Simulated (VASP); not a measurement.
A run of VASP 6.6.1 is set up as follows.

The input POSCAR:

```
TiO2
1.0
    4.5998373239      0.0000000000      0.0000000000
    0.0000000000      4.5998373239      0.0000000000
    0.0000000000      0.0000000000      2.9592135600
Ti O
2 4
Direct
    0.0000000000      0.0000000000      0.5000000000
    0.5000000000      0.5000000000      0.0000000000
    0.3043213200      0.3043213200      0.5000000000
    0.1956786800      0.8043213200      0.0000000000
    0.8043213200      0.1956786800      0.0000000000
    0.6956786800      0.6956786800      0.5000000000
```

The input INCAR.step1:

```
ALGO = Normal ; EDIFF = 1E-8
ENCUT = 520 ; GGA = PE
ISIF = 2 ; ISMEAR = 0
KPAR = 4 ; LASPH = T
LCHARG = F ; LEPSILON = T
LMAXMIX = 4 ; LREAL = F
LWAVE = F ; NELM = 100
PREC = Accurate ; SIGMA = 0.02
```

The input KPOINTS.step1:

```
Automatic mesh
0
G
  6 6 10
  0 0 0
```

INCAR.step2

```
ALGO = Normal ; EDIFF = 1E-5
ENCUT = 520 ; GGA = PE
ISIF = 2 ; ISMEAR = 0
KPAR = 4 ; LASPH = T
LCHARG = F ; LMAXMIX = 4
LREAL = F ; LWAVE = T
NELM = 100 ; PREC = Accurate
SIGMA = 0.02
```

The input KPOINTS.step2:

```
k-points
0
Gamma
  4 4 6
```

The input INCAR.step3:

```
AEXX = 0.1264 ; ALGO = Normal
EDIFF = 1E-6 ; ENCUT = 520
HFRCUT = -1 ; ISIF = 2
ISMEAR = 0 ; ISTART = 1
KPAR = 4 ; LASPH = T
LCHARG = F ; LHFCALC = T
LMAXMIX = 4 ; LMIXTAU = T
LREAL = F ; LWAVE = F
METAGGA = R2SCAN ; NELM = 100
PREC = Accurate ; PRECFOCK = Fast
SIGMA = 0.02
```

Contents of KPOINTS.step3:

```
k-points
0
Gamma
  4 4 6
```

Contents of KPOINTS_OPT:

```
path GXMGZRAZ,XR,MA
8
line-mode
reciprocal
 0.0000000000  0.0000000000  0.0000000000  G
 0.0000000000  0.5000000000  0.0000000000  X

 0.0000000000  0.5000000000  0.0000000000  X
 0.5000000000  0.5000000000  0.0000000000  M

 0.5000000000  0.5000000000  0.0000000000  M
 0.0000000000  0.0000000000  0.0000000000  G

 0.0000000000  0.0000000000  0.0000000000  G
 0.0000000000  0.0000000000  0.5000000000  Z

 0.0000000000  0.0000000000  0.5000000000  Z
 0.0000000000  0.5000000000  0.5000000000  R

 0.0000000000  0.5000000000  0.5000000000  R
 0.5000000000  0.5000000000  0.5000000000  A

 0.5000000000  0.5000000000  0.5000000000  A
 0.0000000000  0.0000000000  0.5000000000  Z

 0.0000000000  0.5000000000  0.0000000000  X
 0.0000000000  0.5000000000  0.5000000000  R

 0.5000000000  0.5000000000  0.0000000000  M
 0.5000000000  0.5000000000  0.5000000000  A
```

Potentials or basis: VASP PAW PBE potentials, release 64 (Ti_sv, O).

The run is started by

```console
$ cat potpaw_PBE.64/Ti_sv/POTCAR potpaw_PBE.64/O/POTCAR > POTCAR
$ cp INCAR.step1 INCAR
$ cp KPOINTS.step1 KPOINTS
$ mpirun -np 4 vasp_std > vasp.out
$ cp INCAR.step2 INCAR
$ cp KPOINTS.step2 KPOINTS
$ mpirun -np 4 vasp_std > vasp.out
$ cp INCAR.step3 INCAR
$ cp KPOINTS.step3 KPOINTS
$ mpirun -np 4 vasp_std > vasp.out
```

(1) What does it give for the band gap along the path?

(2) What does it give for the band gap on the k mesh?

(3) Predict the pressure.

(4) What does it give for the largest force?

Results:

(1) 3.29 eV, direct.

(2) 3.29 eV, direct.

(3) -2.7 GPa.

(4) 0.105 eV/Å.

Caveat: the PAW data sets were made with another functional, which shifts forces and pressure a little.

**Measured values to compare with.**

From “Shallow Valence Band of Rutile GeO2 and P-type Doping”, 2020, arxiv:2011.08928, for a bulk crystal of TiO2 at 1.6 K: band gap 3.03 eV (direct).

Measured gap of TiO2: 3.03 eV (direct; 1.6 K; quoted in “Shallow Valence Band of Rutile GeO2 and P-type Doping”, 2020, arxiv:2011.08928). This calculation gives 3.29 eV (+0.26 eV). 2 values of this kind are on record in papers (3.03 to 3.05 eV); this one was drawn at random among those near their median. The value is that of r2SCAN-EpsX, without temperature or zero-point motion. The cell is a database's relaxed one, not the measured one, which moves gaps too.
